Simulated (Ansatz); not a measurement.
Pd under changes of volume

One of the cells (14.750 Å³/atom); the others are scaled copies at fixed shape and fractional positions:

```
CELL_PARAMETERS angstrom
0.00000 1.94650 1.94650
1.94650 0.00000 1.94650
1.94650 1.94650 0.00000
ATOMIC_POSITIONS crystal
Pd 0.00000 0.00000 0.00000
```

| Quantity | Value |
| --- | --- |
| Program | Ansatz 0.2.0 |
| Functional | RPBE |
| Potentials or basis | Ansatz PAW |
| Cutoff | 420 eV (not typed: the program's choice for these potentials) |
| k mesh | 12 × 12 × 12 |
| Occupations | fermi-dirac, width 0.05 eV |
| Spin | no spin polarisation |

```tsv
volume (Å³/atom)	energy over the lowest point (meV/atom)	pressure (GPa)
13.865	136.21	26.9
14.160	92.34	21.2
14.455	58.31	16.2
14.750	32.97	11.7
15.045	?	?
15.340	4.62	4.2
15.635	0.00	1.1
```

Task: What does the run at 15.045 Å³/atom give?

Result: Energy over the lowest point 15.35 meV/atom; pressure 7.7 GPa.

Worked out: A Birch-Murnaghan fit of order 3 (a polynomial in V^(-2/3)) to the other rows has its minimum at 15.74 Å³/atom, just outside them, with B0 = V·E''(V) = 151 GPa and B' = 5.3. It gives 15.36 meV/atom at 15.045 Å³/atom, against the run's 15.35, and -dE/dV = 7.6 GPa, against 7.7.

Energies are extrapolated to zero smearing.

Caveats: the PAW data sets come from PBE, with cores solved anew for the run's functional, which leaves a small shift of forces and pressure.
